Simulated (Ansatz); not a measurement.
The system is FeO (Wuestite).

```
Fe O
1.0
     0.00000    2.15540    2.15540
     2.15540    0.00000    2.15540
     2.15540    2.15540    0.00000
Fe O
1 1
Direct
  0.00000 0.00000 0.00000
  0.50000 0.50000 0.50000
```

| Quantity | Value |
| --- | --- |
| Program | Ansatz 0.2.0 |
| Task | relaxation of cell and atoms |
| Functional | PBE |
| Dispersion | D3(BJ) |
| Potentials or basis | all-electron LAPW, scalar-relativistic |
| Basis error allowed | 0.001 eV/atom |
| k mesh | 8 × 8 × 8 |
| Occupations | fermi-dirac, width 0.05 eV |
| Spin | collinear spin, ferromagnetic start |
| Starting moments | [3.0, 0.0] μB |

At the start: volume 10.01 Å³/atom.

Q: How do energy, volume and symmetry change on relaxing?

A: Over 5 steps the energy falls by 2.1 meV/atom and the volume is 9.82 Å³/atom (-1.9 %); space group Fm-3m (No. 225, to 0.05 Å); moment 4.00 μB per cell.

Step by step:
```
step  energy change (eV)  largest force (eV/Å)  volume (Å³)
   1              0.0000                0.0000        20.03
   2             -0.0036                0.0000        19.79
   3             -0.0042                0.0000        19.64
   4             -0.0042                0.0000        19.65
   5             -0.0042                0.0000        19.65
```

Final structure:
```cif
data_structure
_symmetry_space_group_name_H-M 'P 1'
_symmetry_Int_Tables_number 1
_cell_length_a 3.0289
_cell_length_b 3.0289
_cell_length_c 3.0289
_cell_angle_alpha 60.000
_cell_angle_beta 60.000
_cell_angle_gamma 60.000
_cell_volume 19.65
loop_
_atom_site_label
_atom_site_type_symbol
_atom_site_fract_x
_atom_site_fract_y
_atom_site_fract_z
_atom_site_occupancy
Fe1 Fe 0.00000 0.00000 0.00000 1
O1 O 0.50000 0.50000 0.50000 1
```

Caveat: the k mesh is thin for a metal, which can move the energy by tens of meV per atom; a cell with one magnetic atom can't hold antiferromagnetic order, which such compounds often take.
